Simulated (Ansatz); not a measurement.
# Mercury, fcc under r²SCAN: from relaxation to bulk modulus

What does r²SCAN give for mercury in the fcc structure? We relax it, solve it on a dense k-mesh, switch on spin-orbit coupling, then scale the cell to 7 volumes from 88 to 112 % of the relaxed one and try a fit of the equation of state. The k-meshes are 12×12×12 for the relaxation; 19×19×19 for the dense run; 11×11×11 for spin-orbit coupling; 13×13×13 for the volumes.

Method: DFT r2SCAN, plane waves (500 eV) with PAW, scalar-relativistic; PAW files made under PBE, frozen cores solved again for the functional, in Ansatz 0.2.0.

## Step 1: The starting structure

Symmetry: Fm-3m, No. 225, cubic system. Conventional cell: a = 4.519 Å, b = 4.519 Å, c = 4.519 Å, α = 90.00°, β = 90.00°, γ = 90.00°. Around Hg (site symmetry m-3m) lie 12 Hg at 3.20 Å.

Structure file:

```
CELL_PARAMETERS angstrom
0.00000 2.25955 2.25955
2.25955 0.00000 2.25955
2.25955 2.25955 0.00000
ATOMIC_POSITIONS crystal
Hg 0.00000 0.00000 0.00000
```

## Step 2: Geometry optimisation

File input.yaml:

```yaml
crystal:
  lattice:
    - [0.0, 2.2595506664, 2.2595506664]
    - [2.2595506664, 0.0, 2.2595506664]
    - [2.2595506664, 2.2595506664, 0.0]
  atoms:
    - { symbol: Hg, position: [0.0, 0.0, 0.0] }
hamiltonian:
  xc: r2scan
  pseudopotentials:
    kind: paw
    azcp:
      Hg: "pseudopotentials/Hg.paw.azcp"
basis:
  ecutwfc: 500
  fft_grid_basis: typed
kpoints:
  mp_grid: { grid: [12, 12, 12], shift: [0, 0, 0] }
magnetization:
  spin_polarized: false
scf:
  occupations: { method: fermi_dirac, width: 0.1 }
relax:
  max_steps: 60
  f_tol: 0.01
  cell: {}
output:
  write_density: true
  write_potential: true
  elf: true
  volumetric_format: npy
```

The run is started by

```sh
ansatz run input.yaml --threads 1 --pin off --max-ram 3584MiB --backend cpu --events-out ev --progress --plain --runs-dir out
```

After this run come: The energy on a finer k-mesh; A two-component run at the same geometry; At 88 % of the relaxed volume; At 92 % of the relaxed volume; At 96 % of the relaxed volume; At 100 % of the relaxed volume; At 104 % of the relaxed volume; At 108 % of the relaxed volume; At 112 % of the relaxed volume.

Q: Predict the outcome of this session. Wanted: space group; conventional cell; volume; shortest distance; gap on the mesh; relative to alpha-Hg; V₀, B₀, B₀′.

The runs gave:

```
                           quantity                          value
     space group (spins left aside)                Fm-3m (No. 225)
                  conventional cell                    a = 4.747 Å
                             volume                 26.745 Å³/atom
                  shortest distance                        3.357 Å
                    gap on the mesh   none (levels filled in part)
relative to alpha-Hg (rhombohedral)                   +14 meV/atom
                        V₀, B₀, B₀′  27.321 Å³/atom, 11.6 GPa, 9.8
```

In words: The relaxation enlarged the cell by 15.9 % in volume. Against the reference form of mercury (alpha-Hg (rhombohedral), computed apart with the same settings) it stands 14 meV/atom higher. Levels at the Fermi energy are filled in part, as in a metal. Totals with and without spin-orbit coupling (+24.9 eV/atom apart) can't be read as binding, since the two-component data shift the zero of energy. B₀ comes out at 11.6 GPa, a soft solid. Relaxation kept the symmetry; phonons were not checked.
